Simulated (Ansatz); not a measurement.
A single-point calculation of Ge3N4 (P6_3/m) from a database structure with Ansatz, at the level HSE06. The cell was relaxed with r2SCAN and then strained (uniaxial +2.0 % along z, other directions held), with the atoms relaxed again with r2SCAN; k points keep the names of the unstrained zone.

```yaml
crystal:
  lattice:
    - [8.0439274434, 0.0, 0.0]
    - [-4.0219637217, 6.9662455122, 0.0]
    - [0.0, 0.0, 3.141657192]
  atoms:
    - { symbol: Ge, position: [0.8280617828, 0.2333915448, 0.75] }
    - { symbol: Ge, position: [0.5946702381, 0.8280617828, 0.25] }
    - { symbol: Ge, position: [0.2333915448, 0.4053297619, 0.25] }
    - { symbol: Ge, position: [0.7666084552, 0.5946702381, 0.75] }
    - { symbol: Ge, position: [0.4053297619, 0.1719382172, 0.75] }
    - { symbol: Ge, position: [0.1719382172, 0.7666084552, 0.25] }
    - { symbol: "N", position: [0.6666666667, 0.3333333333, 0.75] }
    - { symbol: "N", position: [0.3333333333, 0.6666666667, 0.25] }
    - { symbol: "N", position: [0.6692520631, 0.9697625024, 0.75] }
    - { symbol: "N", position: [0.6994895608, 0.6692520631, 0.25] }
    - { symbol: "N", position: [0.9697625024, 0.3005104392, 0.25] }
    - { symbol: "N", position: [0.0302374976, 0.6994895608, 0.75] }
    - { symbol: "N", position: [0.3307479369, 0.0302374976, 0.25] }
    - { symbol: "N", position: [0.3005104392, 0.3307479369, 0.75] }
kpoints:
  mp_grid: { grid: [3, 3, 6] }
  band_path:
    path:
      - [0.0, 0.0, 0.0]
      - [0.5, 0.0, 0.0]
      - [0.3333333333, 0.3333333333, 0.0]
      - [0.0, 0.0, 0.5]
      - [0.5, 0.0, 0.5]
      - [0.3333333333, 0.3333333333, 0.5]
      - [0.0, 0.0, 0.140625]
    npoints: 1
hamiltonian:
  xc: hse06
scf:
  occupations: { method: fixed }
  n_extra_bands: 7
output:
  forces: true
  stress: true
  eigenvalues: true
  write_density: true
  write_potential: true
  elf: true
  volumetric_format: npy
```

The output follows, shortened, with numbered blanks.
```
scf.n_extra_bands = 7 over 62 filled bands (N_el = 124.0): the run solves 69 bands
Pseudopotential: Ge, paw, valence charge 14, recommended cutoff 420 eV (normal)
Pseudopotential: N, paw, valence charge 5, recommended cutoff 420 eV (normal)
Functional definition: HSE06
Crystal: 14 atoms, lattice volume = 176.046 Å³
Basis set: ecut = 420 eV, 3449 PW (Γ)
Symmetry: 12 space group operations
Space group: P63/m (ITA 176)
k-points: 12 of 54
[warm-up without exact exchange]
SCF 1 stopped early in 4 iterations: F = -28841.963733 eV  dr2 = 1.99e-4
[exact exchange on]
Exchange kernel: α = 0.2500, screened, ω = 0.2079 Å⁻¹, Wigner–Seitz truncation, v(0) = 1045.8059 eV·Å³, q-mesh 3×3×6
SCF 2 stopped early in 8 iterations: F = -28847.069988 eV  dr2 = 3.62e-6
hybrid outer 1: dexx = +6.089e-2 eV, tail = 2.73e-4 eV
SCF 3 converged in 5 iterations: F = -28847.069892 eV  dr2 = 1.93e-9
hybrid outer 2: dexx = +1.803e-6 eV, tail = 7.38e-8 eV, Δε = 2.40e-3 eV, ΔF = 1.62e-3 eV/Å
hybrid SCF converged: 2 outer / 13 inner (+4 warm-up)
Free energy (F): -28847.069892 eV
[1]
--- Forces (eV/Å), atoms counted from 1 ---
[2]
--- Stress (GPa, compression-positive) ---
       -2.510790       0.000000       0.000000
        0.000000      -2.510790       0.000000
        0.000000       0.000000      -8.929265
  P = ⅓ Tr σ = -4.6503 GPa (-46.503 kbar)
--- Band table (eV; the first three rows and the last of 12) ---
[3]
```

The rows of the band table are 0: (0, 0, 0) = Γ, 1: (0, 0, 1/6), 2: (0, 0, 1/3), 11: (1/3, 1/3, -1/2) = H.

**Question.** What stood in the gaps? They hold the Fermi energy and the band table, the forces.

**Answer.**
```
[1]
Fermi energy:    7.666503 eV
[2]
  atom   1  Ge    -0.00951      0.00756      0.00000
  atom   2  Ge    -0.01130    -0.00446      0.00000
  atom   3  Ge      0.00179      0.01202      0.00000
  atom   4  Ge    -0.00179    -0.01202      0.00000
  atom   5  Ge      0.01130      0.00446      0.00000
  atom   6  Ge      0.00951    -0.00756      0.00000
  atom   7  N       0.00000      0.00000      0.00000
  atom   8  N       0.00000      0.00000      0.00000
  atom   9  N       0.01501    -0.02567      0.00000
  atom  10  N       0.02973      0.00017      0.00000
  atom  11  N     -0.01472    -0.02583      0.00000
  atom  12  N       0.01472      0.02583      0.00000
  atom  13  N     -0.01501      0.02567      0.00000
  atom  14  N     -0.02973    -0.00017      0.00000
[3]
  k-point 0: bands = […, 6.8463, 6.9292, 6.9292, 7.2444, 7.4296, 7.6273, 11.1489, 12.4498, 12.4889, 12.4889, …]
  k-point 1: bands = […, 6.7449, 6.7449, 6.7999, 6.8282, 6.8282, 7.6665, 12.4927, 13.5888, 13.5888, 14.3230, …]
  k-point 2: bands = […, 6.1541, 6.4334, 6.4334, 6.5983, 6.5983, 7.3447, 13.6266, 13.6266, 14.3302, 14.7634, …]
  k-point 11: bands = […, 6.1045, 6.1045, 6.6332, 6.6332, 6.7343, 6.7343, 13.2882, 13.2882, 14.3012, 14.3012, …]
```
The trailing digits, and the zero of the energies, depend on the potentials and thresholds.

With HSE06 the valence top lies at Γ–A (0.28 of the way from Γ) and the conduction bottom at Γ, 3.48 eV higher; the smallest vertical gap, at Γ, is 3.52 eV. With the atoms held, the mean pressure is -4.7 GPa (compression positive). (The program warns that its thresholds are loose for a hybrid's stress.) The largest force is 0.03 eV/Å.

Wall time 79 s on 1 × NVIDIA H100 80GB HBM3 with 2 threads of AMD EPYC 7R13 Processor (Zen 3), on a shared host; peak host memory 3.3 GiB.

Calculated for a static, non-magnetic cell.

The runs are scalar-relativistic, without spin-orbit coupling.

The meshes of the hybrids are coarse, so their gaps aren't converged to the digits shown.
